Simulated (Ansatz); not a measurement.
# TaC: pressure up to the limit of the methods

An exercise on one series of results from a longer session: the logs are not shown, and one member is left open.

Computed with Ansatz 0.2.0 (DFT, LDA, PAW with Ansatz's default frozen-core files, scalar-relativistic, unless a step's input says otherwise).

## The starting structure

It takes space group Fm-3m (No. 225, cubic). Conventional cell: a = 4.309 Å, b = 4.309 Å, c = 4.309 Å, α = 90.00°, β = 90.00°, γ = 90.00°. Ta (site symmetry m-3m) is surrounded by 6 C at 2.15 Å. Around C (site symmetry m-3m) lie 6 Ta at 2.15 Å.

As a file:

```
Ta C
1.0
     0.00000    2.15443    2.15443
     2.15443    0.00000    2.15443
     2.15443    2.15443    0.00000
Ta C
1 1
Direct
  0.00000 0.00000 0.00000
  0.50000 0.50000 0.50000
```

Whether this phase is the stable one at these pressures isn't tested.

Atoms are numbered in the order of the input: Ta1, C2.

The first run:

File input.yaml:

```yaml
crystal:
  lattice:
    - [0.0, 2.15443469, 2.15443469]
    - [2.15443469, 0.0, 2.15443469]
    - [2.15443469, 2.15443469, 0.0]
  atoms:
    - { symbol: Ta, position: [0.0, 0.0, 0.0] }
    - { symbol: C, position: [0.5, 0.5, 0.5] }
kpoints:
  mp_grid: { grid: [17, 17, 17] }
scf:
  occupations: { method: fermi_dirac, width: 0.05 }
hamiltonian:
  xc: lda
  pseudopotentials: { kind: paw }
output:
  forces: true
  stress: true
relax:
  f_tol: 0.005
  max_steps: 40
  cell: {}
```

The run is started by

```console
ansatz run input.yaml --threads 1 --pin off --max-ram 2048MiB --backend cpu --events-out ev --progress --plain --runs-dir out
```

Among the steps run: Cell relaxed at zero pressure, PAW; Volume scaled by 1, PAW; Volume scaled by 0.94, PAW; Volume scaled by 0.88, PAW; Volume scaled by 0.8, PAW; Volume scaled by 0.72, PAW; Volume scaled by 0.64, PAW; Volume scaled by 0.64, PAW (cutoff 300 eV); Volume scaled by 0.55, PAW; Volume scaled by 0.55, PAW (partial_waves polarizable).

One of the session's tables, all rows but one given; the rest of the session is left out.

| method | volume over the first | volume (Å³/atom) | pressure (GPa) |
| --- | --- | --- | --- |
| PAW | 1 | 10.749 | 0.00 |
| PAW | 0.94 | 10.105 | 25.25 |
| PAW | 0.88 | ? | ? |
| PAW | 0.8 | 8.600 | 126.85 |
| PAW | 0.72 | 7.740 | 231.32 |
| PAW | 0.64 | 6.880 | 397.63 |
| PAW | 0.55 | 5.912 | 717.68 |
| PAW (cutoff 300 eV) | 0.64 | 6.880 | 398.79 |
| PAW (partial_waves polarizable) | 0.55 | 5.912 | 717.68 |

Q: Estimate the row for PAW, 0.88 from the others.

The run gave: volume (Å³/atom): 9.460; pressure (GPa): 59.78. In the column «volume (Å³/atom)» it lies between PAW, 0.8 (8.600) and PAW, 0.94 (10.105).

Caveats from the session: Warnings in the runs' records: cutoff below recommended.
